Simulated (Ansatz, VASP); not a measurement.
MgS: VASP beside Ansatz

INCAR

```
SYSTEM = MgS
PREC = Accurate
ENCUT = 520
EDIFF = 1E-6
ISMEAR = 0
SIGMA = 0.05
LREAL = .FALSE.
LASPH = .TRUE.
NELM = 100
ALGO = Fast
ISIF = 2
LWAVE = .FALSE.
LCHARG = .TRUE.
GGA = PS
LELF = .TRUE.
LVHAR = .TRUE.
NBANDS = 11
```

Contents of KPOINTS:

```
Automatic mesh
0
G
  8 8 8
  0 0 0
```

POSCAR

```
MgS
1.0
    0.0000000000      2.8331200468      2.8331200468
    2.8331200468      0.0000000000      2.8331200468
    2.8331200468      2.8331200468      0.0000000000
Mg S
1 1
Direct
    0.0000000000      0.0000000000      0.0561568247
    0.7500000000      0.7500000000      0.7500000000
```

Input for Ansatz:

```yaml
crystal:
  lattice:
    - [0.0, 2.8331200468, 2.8331200468]
    - [2.8331200468, 0.0, 2.8331200468]
    - [2.8331200468, 2.8331200468, 0.0]
  atoms:
    - { symbol: Mg, position: [0.0, 0.0, 0.0561568247] }
    - { symbol: S, position: [0.75, 0.75, 0.75] }
basis:
  ecutwfc: 420
kpoints:
  mp_grid: { grid: [8, 8, 8] }
hamiltonian:
  xc: pbesol
scf:
  occupations: { method: gaussian, width: 0.05 }
output:
  forces: true
  stress: true
  eigenvalues: true
```

Change from the starting cell: all Mg atoms moved +0.225 Å, as atom 1 along Cartesian [1 1 0].

Alike in both runs: task single point; functional PBEsol; k mesh 8 × 8 × 8; occupations gaussian, width 0.05 eV; no spin polarisation.

|  | VASP | Ansatz |
| --- | --- | --- |
| version | VASP 6.6.1 | Ansatz 0.2.0 |
| potentials or method | VASP PAW PBE potentials, release 64 (Mg, S) | scalar-relativistic, plane waves, PAW |
| plane-wave cutoff (eV) | 520 | 420 |
| valence electrons in the cell | 8 | 16 |

VASP gave:

- gap on the k mesh at the Fermi level (eV): 3.00
- least direct gap on the mesh (eV): 3.00
- pressure (GPa): 0.7
- largest component of the traceless stress (GPa): 3.61
- rms of the force components (eV/Å): 0.811

Q: Estimate Ansatz's values.

A: gap on the k mesh at the Fermi level (eV): 3.00; least direct gap on the mesh (eV): 3.00; pressure (GPa): 0.8; largest component of the traceless stress (GPa): 3.60; rms of the force components (eV/Å): 0.807.

Atom by atom the forces differ by 0.004 eV/Å (rms over components). The two sets of potentials don't hold the same shells in valence.

Caveats: the PAW data sets were made with another functional, which shifts forces and pressure a little (VASP). A k mesh can miss the band edges.
